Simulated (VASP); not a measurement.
# GaAs: cell and properties under strain in the plane, part 2 of 2

How does GaAs answer to strain in the plane, when the third axis is free? The starting structure is a measured crystal structure from the Crystallography Open Database. All runs use LDA. The equilibrium cell comes from relaxations that aren't shown. The strained plane is (001) of the cubic or hexagonal setting. Its Cartesian x and y axes are then stretched or squeezed alike, and the third axis is relaxed.

VASP 6.6.1.

Results so far: no strain 0.1 GPa; -2 % along x and y 1.9 GPa; +2 % along x and y -1.4 GPa.

## Step 5: Relaxation at -1 % along x and y

Level of this step: LDA; plane waves and PAW (As, Ga_d) (VASP).

This run starts from the cell of an earlier relaxation, which isn't shown; the restart sets up the plane waves anew.

The input, INCAR:

```
SYSTEM = GaAs
PREC = Accurate
ENCUT = 500
EDIFF = 1E-07
NELM = 100
ISMEAR = 0
SIGMA = 0.03
LREAL = .FALSE.
ALGO = Normal
GGA = CA
NBANDS = 24
LORBIT = 11
LWAVE = .FALSE.
LCHARG = .FALSE.
KPAR = 8
IBRION = 2
NSW = 50
ISIF = 3
EDIFFG = -0.003
LATTICE_CONSTRAINTS = .FALSE. .FALSE. .TRUE.
```

The input, POSCAR:

```
GaAs
1.0
    3.9275404271      0.0000000000      0.0000000000
    0.0000000000      3.9275404271      0.0000000000
    0.0000000000      0.0000000000      5.6529286373
As Ga
2 2
Direct
    0.5000000000      0.0000000000      0.7500000000
    0.0000000000      0.5000000000      0.2500000000
    0.0000000000      0.0000000000      0.0000000000
    0.5000000000      0.5000000000      0.5000000000
```

The input, KPOINTS:

```
Automatic mesh
0
Gamma
6 6 4
0 0 0
```

PAW data sets: As and Ga_d (LDA family, release 64).

Run with:

```console
> mpirun -np 8 vasp_std
```

Output:

```text
[... set-up lines as in an earlier step ...]
 entering main loop
       N       E                     dE             d eps       ncg     rms          rms(c)
DAV:   1     0.229991504810E+03    0.22999E+03   -0.17221E+04  1512   0.208E+03
DAV:   2     0.556536421522E+01   -0.22443E+03   -0.21787E+03  1608   0.444E+02
DAV:   3    -0.190687032102E+02   -0.24634E+02   -0.24475E+02  1776   0.118E+02
DAV:   4    -0.197226112692E+02   -0.65391E+00   -0.65352E+00  1664   0.214E+01
[...]
DAV:  13    -0.192561869568E+02   -0.27671E-06   -0.40017E-06  1736   0.876E-03    0.631E-03
DAV:  14    -0.192561866315E+02    0.32533E-06   -0.11210E-06  1448   0.758E-03    0.740E-04
DAV:  15    -0.192561866385E+02   -0.70377E-08   -0.84085E-08   896   0.156E-03
   1 F= -.19256187E+02 E0= -.19256187E+02  d E =-.192562E+02
[...]
reached required accuracy - stopping structural energy minimisation
```

Run time: 11 s. Hardware: 8 MPI ranks of Intel Xeon Platinum 8259CL at 2.50GHz (Skylake/Cascade Lake), shared host; peak memory 1.6 GiB; 80 s of CPU time.

From OUTCAR (step 5):

```text
  Total        0.7769595      0.7769595      0.0026033      0.0000000      0.0000000      0.0000000
  in kB       14.2755919     14.2755919      0.0478328      0.0000000      0.0000000      0.0000000
  external PRESSURE =       9.5330055 kB  Pullay stress =       0.0000000 kB

 POSITION                                       TOTAL-FORCE (eV/Angst)
 -----------------------------------------------------------------------------------
      1.96377      0.00000      4.23970         0.000000      0.000000     -0.000000
      0.00000      1.96377      1.41323         0.000000      0.000000     -0.000000
      0.00000      0.00000      0.00000         0.000000      0.000000     -0.000000
      1.96377      1.96377      2.82646        -0.000000     -0.000000      0.000000
 -----------------------------------------------------------------------------------
    total drift:                                0.000000      0.000000      0.000000

  FREE ENERGIE OF THE ION-ELECTRON SYSTEM (eV)
  ---------------------------------------------------
  free  energy   TOTEN  =       -19.2561866385 eV

  energy  without entropy=      -19.2561866385  energy(sigma->0) =      -19.25618664

[... 2 parts as in an earlier step ...]

[... 2 further parts left out ...]
[key lines of the parts left out:]
E-fermi :   4.3482
```

-1 % along x and y: 21.800 Å³ an atom and a mean stress of 0.95 GPa, with a third cell vector of 5.653 Å, and 0.562 eV of gap on the mesh.

## Step 6: Relaxation at +1 % along x and y

This run starts from the cell of an earlier relaxation, which isn't shown; the restart sets up the plane waves anew.

INCAR is that of step 5.

The input, POSCAR:

```
GaAs
1.0
    4.0068846781      0.0000000000      0.0000000000
    0.0000000000      4.0068846781      0.0000000000
    0.0000000000      0.0000000000      5.5510003978
As Ga
2 2
Direct
    0.5000000000      0.0000000000      0.7500000000
    0.0000000000      0.5000000000      0.2500000000
    0.0000000000      0.0000000000      0.0000000000
    0.5000000000      0.5000000000      0.5000000000
```

KPOINTS is that of step 5.

Run with:

```console
> mpirun -np 8 vasp_std
```

Output:

```text
[... set-up lines as in an earlier step ...]
 entering main loop
       N       E                     dE             d eps       ncg     rms          rms(c)
DAV:   1     0.227941147364E+03    0.22794E+03   -0.17313E+04  1496   0.209E+03
DAV:   2     0.430910344905E+01   -0.22363E+03   -0.21688E+03  1632   0.441E+02
DAV:   3    -0.191102254923E+02   -0.23419E+02   -0.23313E+02  1792   0.116E+02
DAV:   4    -0.197107941391E+02   -0.60057E+00   -0.60027E+00  1664   0.207E+01
[...]
DAV:  13    -0.192600632330E+02   -0.38023E-06   -0.52218E-06  1736   0.106E-02    0.697E-03
DAV:  14    -0.192600627758E+02    0.45719E-06   -0.16206E-06  1488   0.948E-03    0.925E-04
DAV:  15    -0.192600627857E+02   -0.99035E-08   -0.12444E-07  1184   0.179E-03
   1 F= -.19260063E+02 E0= -.19260063E+02  d E =-.192601E+02
[...]
reached required accuracy - stopping structural energy minimisation
```

It took 9.4 s on 8 MPI ranks; peak memory 1.6 GiB; 70 s of CPU time.

Parts of OUTCAR (step 6):

```text
  Total       -0.5706630     -0.5706630     -0.0026718      0.0000000      0.0000000      0.0000000
  in kB      -10.2590078    -10.2590078     -0.0480323      0.0000000      0.0000000      0.0000000
  external PRESSURE =      -6.8553493 kB  Pullay stress =       0.0000000 kB

 POSITION                                       TOTAL-FORCE (eV/Angst)
 -----------------------------------------------------------------------------------
      2.00344      0.00000      4.16325         0.000000     -0.000000      0.000000
      0.00000      2.00344      1.38775         0.000000     -0.000000      0.000000
      0.00000      0.00000      0.00000         0.000000     -0.000000     -0.000000
      2.00344      2.00344      2.77550        -0.000000      0.000000     -0.000000
 -----------------------------------------------------------------------------------
    total drift:                                0.000000      0.000000      0.000000

  FREE ENERGIE OF THE ION-ELECTRON SYSTEM (eV)
  ---------------------------------------------------
  free  energy   TOTEN  =       -19.2600627857 eV

  energy  without entropy=      -19.2600627857  energy(sigma->0) =      -19.26006279

[... 2 parts as in an earlier step ...]

[... 2 further parts left out ...]
[key lines of the parts left out:]
E-fermi :   4.2048
```

+1 % along x and y: 22.281 Å³ an atom and a mean stress of -0.69 GPa, with a third cell vector of 5.551 Å, and 0.356 eV of gap on the mesh.

## Step 7: Relaxation at -3 % along x and y

This run starts from the cell of an earlier relaxation, which isn't shown; the restart sets up the plane waves anew.

INCAR is that of step 6.

The input, POSCAR:

```
GaAs
1.0
    3.8481961760      0.0000000000      0.0000000000
    0.0000000000      3.8481961760      0.0000000000
    0.0000000000      0.0000000000      5.7521088621
As Ga
2 2
Direct
    0.5000000000      0.0000000000      0.7500000000
    0.0000000000      0.5000000000      0.2500000000
    0.0000000000      0.0000000000      0.0000000000
    0.5000000000      0.5000000000      0.5000000000
```

KPOINTS is that of step 6.

Run with:

```console
> mpirun -np 8 vasp_std
```

Output:

```text
[... set-up lines as in an earlier step ...]
 entering main loop
       N       E                     dE             d eps       ncg     rms          rms(c)
DAV:   1     0.229106814020E+03    0.22911E+03   -0.17331E+04  1456   0.210E+03
DAV:   2     0.503449691584E+01   -0.22407E+03   -0.21690E+03  1608   0.440E+02
DAV:   3    -0.190741843604E+02   -0.24109E+02   -0.23811E+02  1760   0.118E+02
DAV:   4    -0.196820559180E+02   -0.60787E+00   -0.60763E+00  1656   0.209E+01
[...]
DAV:  13    -0.191943767568E+02   -0.19671E-06   -0.30579E-06  1744   0.760E-03    0.529E-03
DAV:  14    -0.191943765383E+02    0.21842E-06   -0.73451E-07  1424   0.578E-03    0.604E-04
DAV:  15    -0.191943765433E+02   -0.49968E-08   -0.57634E-08   896   0.142E-03
   1 F= -.19194377E+02 E0= -.19194377E+02  d E =-.191944E+02
[...]
reached required accuracy - stopping structural energy minimisation
```

Elapsed: 8 s, on 8 MPI ranks; peak memory 1.5 GiB.

Parts of OUTCAR (step 7):

```text
  Total        2.2671080      2.2671080      0.0104741      0.0000000      0.0000000      0.0000000
  in kB       42.6423649     42.6423649      0.1970090      0.0000000      0.0000000      0.0000000
  external PRESSURE =      28.4939130 kB  Pullay stress =       0.0000000 kB

 POSITION                                       TOTAL-FORCE (eV/Angst)
 -----------------------------------------------------------------------------------
      1.92410      0.00000      4.31408         0.000000      0.000000     -0.000000
      0.00000      1.92410      1.43803         0.000000      0.000000     -0.000000
      0.00000      0.00000      0.00000         0.000000     -0.000000     -0.000000
      1.92410      1.92410      2.87605        -0.000000     -0.000000      0.000000
 -----------------------------------------------------------------------------------
    total drift:                                0.000000      0.000000      0.000000

  FREE ENERGIE OF THE ION-ELECTRON SYSTEM (eV)
  ---------------------------------------------------
  free  energy   TOTEN  =       -19.1943765433 eV

  energy  without entropy=      -19.1943765433  energy(sigma->0) =      -19.19437654

[... 2 parts as in an earlier step ...]

[... 2 further parts left out ...]
[key lines of the parts left out:]
E-fermi :   4.6749
```

-3 % along x and y: 21.295 Å³ an atom and a mean stress of 2.85 GPa, with a third cell vector of 5.752 Å, and 0.636 eV of gap on the mesh.

## Step 8: Relaxation at +3 % along x and y

This run starts from the cell of an earlier relaxation, which isn't shown; the restart sets up the plane waves anew.

INCAR is that of step 7.

The input, POSCAR:

```
GaAs
1.0
    4.0862289292      0.0000000000      0.0000000000
    0.0000000000      4.0862289292      0.0000000000
    0.0000000000      0.0000000000      5.4450784267
As Ga
2 2
Direct
    0.5000000000      0.0000000000      0.7500000000
    0.0000000000      0.5000000000      0.2500000000
    0.0000000000      0.0000000000      0.0000000000
    0.5000000000      0.5000000000      0.5000000000
```

KPOINTS is that of step 7.

Run with:

```console
> mpirun -np 8 vasp_std
```

Output:

```text
[... set-up lines as in an earlier step ...]
 entering main loop
       N       E                     dE             d eps       ncg     rms          rms(c)
DAV:   1     0.228410359019E+03    0.22841E+03   -0.17282E+04  1440   0.206E+03
DAV:   2     0.585183829320E+01   -0.22256E+03   -0.21649E+03  1600   0.443E+02
DAV:   3    -0.189844119309E+02   -0.24836E+02   -0.24713E+02  1744   0.119E+02
DAV:   4    -0.196513334872E+02   -0.66692E+00   -0.66644E+00  1736   0.217E+01
[...]
DAV:  13    -0.192139642294E+02   -0.16824E-06   -0.45517E-06  1776   0.103E-02    0.491E-03
DAV:  14    -0.192139639597E+02    0.26971E-06   -0.10462E-06  1472   0.805E-03    0.847E-04
DAV:  15    -0.192139639658E+02   -0.61464E-08   -0.79463E-08   920   0.148E-03
   1 F= -.19213964E+02 E0= -.19213918E+02  d E =-.192140E+02
[...]
reached required accuracy - stopping structural energy minimisation
```

Run time: 15 s. Hardware: 8 MPI ranks; peak memory 1.6 GiB; 74 s of CPU time.

From OUTCAR (step 8):

```text
  Total       -1.7700180     -1.7700180      0.0019725      0.0000000      0.0000000      0.0000000
  in kB      -31.1916778    -31.1916778      0.0347598      0.0000000      0.0000000      0.0000000
  external PRESSURE =     -20.7828653 kB  Pullay stress =       0.0000000 kB

 POSITION                                       TOTAL-FORCE (eV/Angst)
 -----------------------------------------------------------------------------------
      2.04311      0.00000      4.08381        -0.000000      0.000000      0.000000
      0.00000      2.04311      1.36127        -0.000000      0.000000      0.000000
      0.00000      0.00000      0.00000        -0.000000      0.000000      0.000000
      2.04311      2.04311      2.72254         0.000000     -0.000000     -0.000000
 -----------------------------------------------------------------------------------
    total drift:                                0.000000      0.000000      0.000000

  FREE ENERGIE OF THE ION-ELECTRON SYSTEM (eV)
  ---------------------------------------------------
  free  energy   TOTEN  =       -19.2139639658 eV

  energy  without entropy=      -19.2138717618  energy(sigma->0) =      -19.21391786

[... 2 parts as in an earlier step ...]

[... 2 further parts left out ...]
[key lines of the parts left out:]
E-fermi :   3.9760
```

+3 % along x and y: 22.729 Å³ an atom and a mean stress of -2.08 GPa, with a third cell vector of 5.445 Å, and 0.058 eV of gap on the mesh.

## Step 9: All runs side by side

| run | volume (Å³/atom) | mean stress, as a pressure (GPa) | third cell vector (Å) | gap on the mesh (eV) | core minutes |
| --- | --- | --- | --- | --- | --- |
| -3 % along x and y | 21.295 | 2.85 | 5.752 | 0.636 | 1.07 |
| -2 % along x and y | 21.552 | 1.86 | 5.703 | 0.601 | 1.6 |
| -1 % along x and y | 21.8 | 0.95 | 5.653 | 0.562 | 1.44 |
| no strain | 22.046 | 0.09 | 5.603 | 0.511 | 1.25 |
| +1 % along x and y | 22.281 | -0.69 | 5.551 | 0.356 | 1.25 |
| +2 % along x and y | 22.513 | -1.43 | 5.499 | 0.204 | 1.23 |
| +3 % along x and y | 22.729 | -2.08 | 5.445 | 0.058 | 1.95 |

Core minutes are wall time times ranks of the run shown, on a shared host.

## Step 10: Results

```yaml
mean_stress_as_a_pressure_at_minus_3_along_x_and_y: 2.85 GPa
mean_stress_as_a_pressure_at_minus_2_along_x_and_y: 1.86 GPa
mean_stress_as_a_pressure_at_minus_1_along_x_and_y: 0.95 GPa
mean_stress_as_a_pressure_at_no_strain: 0.09 GPa
mean_stress_as_a_pressure_at_plus_1_along_x_and_y: -0.69 GPa
mean_stress_as_a_pressure_at_plus_2_along_x_and_y: -1.43 GPa
mean_stress_as_a_pressure_at_plus_3_along_x_and_y: -2.08 GPa
```

**Reading.** From -3 % along x and y to +3 % along x and y the third cell vector of GaAs goes from 5.752 to 5.445 Å and the volume from 21.30 to 22.73 Å³ an atom. Over this range the gap on the mesh falls or stays level: 0.64, 0.60, 0.56, 0.51, 0.36, 0.20, 0.06 eV. Semilocal functionals give gaps that are too small, spin-orbit coupling is left out, and the mesh may miss the true band edges, by more at some strains than at others. Where bands change their order, the gap's trend can turn. Further runs on this material are not shown.

[Lines on the potential files, build, host, timing and source positions are cut from VASP's logs without a mark.]

[Logs are printed without paths, hosts, clocks, repeated set-up lines and the standing remarks that a program may print on its own settings, such as how far it seeks lower states.]

[Hosts, paths, dates, database ids (printed as entryN), source tags and the programs' standing remarks are cut or masked in the printed files.]
